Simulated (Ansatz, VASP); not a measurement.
**AlCu: VASP beside Ansatz**

```xyz
2
Lattice="2.8378 0.0000 0.0000 0.0000 2.8378 0.0000 0.0000 0.0000 2.8378" Properties=species:S:1:pos:R:3 pbc="T T T"
Al    0.0000    0.0000    0.0000
Cu    1.4189    1.4189    1.4189
```

Change from the starting cell: strain -0.040 along x and y, -0.040 along z, atoms carried along.

Alike in both runs: task single point; functional PBEsol; k mesh 20 × 20 × 20; occupations gaussian, width 0.15 eV; no spin polarisation.

```csv
,VASP,Ansatz
version,VASP 6.6.1,Ansatz 0.2.0
potentials or method,"VASP PAW PBE potentials, release 64 (Al, Cu)","scalar-relativistic, plane waves, PAW"
plane-wave cutoff (eV),520,420
valence electrons in the cell,14,22
```

|  | VASP | Ansatz | Ansatz less VASP |
| --- | --- | --- | --- |
| gap on the k mesh at the Fermi level (eV) | none | none | - |
| pressure (GPa) | 21.3 | 20.9 | -0.41 |

A gap of «none» marks a metal or a gap that the smearing closes. The two sets of potentials don't hold the same shells in valence.

Caveats: so large a pressure means that the cell lies far from this level's equilibrium, or that cutoff or potentials fall short (VASP); the potentials were made for another functional, which shifts forces and pressure (VASP).
